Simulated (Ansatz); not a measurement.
AlN built on the rocksalt prototype, relaxed with r2SCAN in the PAW code Ansatz: it is cubic, Fm-3m (No. 225); conventional cell a = 4.038 Å, 8.23 Å³ an atom. Al is surrounded by 6 N at 2.02 Å; N is surrounded by 6 Al at 2.02 Å. It was then strained (uniaxial along x, other directions held), atoms relaxed again within the symmetry left. Unstrained, HSE06 gives 6.083 eV (Γ → X, 8×8×8 mesh), and the band edges keep their places in every row. Only one sign of strain is shown, since it lowers the symmetry, and equivalent edge states can then move with another slope on the other side. Stress is positive in compression. Note: simulated data, non-magnetic, for a generated structure that need not be the stable one.

Axes as in this cell:
```
Al N
1.0
     0.00000    2.01887    2.01887
     2.01887    0.00000    2.01887
     2.01887    2.01887    0.00000
Al N
1 1
Direct
  0.00000 0.00000 0.00000
  0.50000 0.50000 0.50000
```

```
strain (%)        ε  ΔE_g, HSE06 (eV)  Δσ_xx, r2SCAN (GPa)
      -4.0  -0.0400            +0.000               +23.80
     -1.81  -0.0181            +0.028                +9.42
      -0.5  -0.0050            +0.006                +2.40
```

Q: Fit ΔE_g = a x + b x² to these rows by least squares, with x = ε.

A: The normal equations take Σx² = 1.953e-03, Σx³ = -7.005e-05, Σx⁴ = 2.668e-06, ΣxΔE = -5.368e-04 and Σx²ΔE = 9.323e-06, and give a = -2.58 eV, b = -64.3 eV; the largest residual is 0.005 eV.

Q: Fit the change of σ_xx in the same way.

A: Δσ_xx = -459.6 x + (3384) x² GPa. The slope, 460 GPa, is C₁₁ in these axes.

Q: Predict the withheld row at -3.0 % (x = -0.0300).

A: ΔE_g ≈ -2.58 × (-0.0300) + (-64.3) × (-0.0300)² = +0.020 eV, and Δσ_xx ≈ +16.83 GPa. The runs give +0.055 eV and +16.79 GPa, off by +0.035 eV and -0.04 GPa. The gap misses by more than the fit's residuals, so the curve isn't a clean parabola there.

Where an edge lies off the special points, it is a point of the mesh or the k point where a search put PBE's edge or least direct gap, reused for the other functionals, whose own edges may lie a little apart.

The meshes of the hybrids are coarse, so their gaps aren't converged to the digits shown.
